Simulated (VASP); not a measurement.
Input of a VASP 6.6.1 run:

The input INCAR:

```
ALGO = Normal
EDIFF = 1E-5
EDIFFG = -0.03
ENCUT = 450
GGA = PS
IBRION = 2
ISIF = 2
ISMEAR = 0
ISPIN = 2
ISYM = 0
KPAR = 4
LASPH = True
LCHARG = False
LORBIT = 11
LREAL = Auto
LWAVE = False
MAGMOM = 0 0 0 0 0 0 0 0 0 0 0 0 0 0 0 0.75 0 0 0 0 0 0 0 0 0.75 0 0.75 0 0.75 0 0
NELM = 120
NSW = 60
NUPDOWN = 3
PREC = Accurate
SIGMA = 0.03
```

File KPOINTS:

```
k-points
0
Gamma
  3 3 2
```

The input POSCAR:

```
Al15N16
1.0
    6.2200008610      0.0000000000      0.0000000000
   -3.1100004305      5.3866787572      0.0000000000
    0.0000000000      0.0000000000      9.9600000000
Al N
15 16
Direct
    0.3350680000      0.1638310000      0.5015510000
    0.3294110000      0.6659880000      0.0002440000
    0.3179370000      0.6617910000      0.4993820000
    0.8260920000      0.1592990000      0.0009240000
    0.8296910000      0.1720530000      0.5058500000
    0.8325600000      0.6585050000      0.0071480000
    0.8363550000      0.6647730000      0.4975600000
    0.1645150000      0.3258040000      0.2473100000
    0.1725560000      0.3420690000      0.7522890000
    0.1506710000      0.8212570000      0.2535680000
    0.1723610000      0.8360680000      0.7471280000
    0.6707050000      0.3300860000      0.2502060000
    0.6650290000      0.3297530000      0.7476190000
    0.6646430000      0.8295510000      0.2460340000
    0.6670360000      0.8313830000      0.7496030000
    0.3403900000      0.1703590000      0.1883650000
    0.3349910000      0.1607870000      0.6873420000
    0.3386360000      0.6687650000      0.1890490000
    0.3443840000      0.6735380000      0.6892720000
    0.8280460000      0.1663080000      0.1927580000
    0.8299700000      0.1585620000      0.6888920000
    0.8256080000      0.6612250000      0.1917870000
    0.8356640000      0.6674590000      0.6956620000
    0.1706990000      0.3363590000      0.4375730000
    0.1750380000      0.3400130000      0.9440660000
    0.1736290000      0.8315440000      0.4428070000
    0.1711830000      0.8307540000      0.9435880000
    0.6596130000      0.3292450000      0.4418470000
    0.6670880000      0.3340670000      0.9397850000
    0.6659140000      0.8312230000      0.4391780000
    0.6695900000      0.8329630000      0.9412950000
```

Potentials or basis: VASP PAW PBE potentials, release 64 (Al, N).

The run is started by

```console
$ cat potpaw_PBE.64/Al/POTCAR potpaw_PBE.64/N/POTCAR > POTCAR
$ mpirun -np 4 vasp_std > vasp.out
```

Predict the energy gained by relaxing.

53.5 meV/atom.

Forces in eV/Å, atoms in the order of the input:
```
Al   0.006 -0.001 -0.019
Al   0.004  0.006  0.009
Al   0.001  0.015 -0.007
Al  -0.010  0.004  0.005
Al  -0.003 -0.008 -0.003
Al   0.000  0.002  0.003
Al  -0.007  0.001  0.006
Al  -0.006  0.007 -0.008
Al  -0.010  0.003 -0.007
Al   0.008 -0.005 -0.005
Al   0.004 -0.009 -0.005
Al   0.013  0.006  0.003
Al  -0.006 -0.002  0.000
Al  -0.005  0.005  0.004
Al  -0.014 -0.009  0.010
N    0.010  0.002  0.003
N    0.005 -0.003 -0.005
N    0.001  0.007 -0.008
N    0.005  0.000  0.003
N    0.000  0.004  0.004
N   -0.010 -0.003  0.013
N    0.004  0.011  0.002
N   -0.007 -0.007  0.005
N    0.003  0.000  0.010
N    0.005 -0.004 -0.003
N    0.014 -0.009  0.005
N   -0.005 -0.001 -0.003
N    0.001  0.003 -0.009
N   -0.004 -0.003 -0.010
N   -0.003 -0.004 -0.001
N    0.005 -0.011  0.007
```

Caveat: the k mesh is coarse (spacing up to 0.39 Å⁻¹), so the values aren't converged; the PAW data sets were made with another functional, which shifts forces and pressure a little; the total moment is fixed, so each spin has its own Fermi level.
